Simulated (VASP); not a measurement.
Input of a VASP 6.6.1 run:

INCAR

```
PREC     = Accurate       # precision mode
ENCUT    = 600            # plane-wave cutoff, eV
EDIFF    = 1E-6           # SCF threshold, eV
ISMEAR   = 0              # smearing method
SIGMA    = 0.03           # smearing width, eV
LREAL    = F              # projectors in reciprocal space
LASPH    = T              # aspherical terms in the spheres
NELM     = 80             # most SCF steps
ALGO     = Normal         # electronic algorithm
ISIF     = 3              # what is computed and relaxed
LWAVE    = F              # write WAVECAR
LCHARG   = F              # write CHGCAR
GGA      = PE             # functional
IBRION   = 2              # ionic algorithm
NSW      = 90             # ionic steps
EDIFFG   = -0.01          # ionic threshold
```

KPOINTS

```
regular mesh
0
Gamma
  8 8 8
```

File POSCAR:

```
AgBr
1.0
    0.0000000000      2.8701500000      2.8701500000
    2.8701500000      0.0000000000      2.8701500000
    2.8701500000      2.8701500000      0.0000000000
Ag Br
1 1
Direct
    0.0000000000      0.0000000000      0.0000000000
    0.5000000000      0.5000000000      0.5000000000
```

Potentials or basis: VASP PAW PBE potentials, release 64 (Ag, Br).

Launch:

```bash
$ cat potpaw_PBE.64/Ag/POTCAR potpaw_PBE.64/Br/POTCAR > POTCAR
$ mpirun -np 1 vasp_std > vasp.out
```

What does it give for the space group after relaxing (to 0.05 Å)?

Fm-3m (No. 225).

Predict the band gap on the k mesh.

0.69 eV, indirect (least direct gap 2.45 eV).

Final structure:
```
Ag Br
1.0
     0.00000    2.91652    2.91652
     2.91652    0.00000    2.91652
     2.91652    2.91652    0.00000
Ag Br
1 1
Cartesian
  5.8330 5.8330 5.8330
  2.9165 2.9165 2.9165
```

A k mesh can miss the band edges. Zero-point motion and thermal expansion aren't in these numbers.
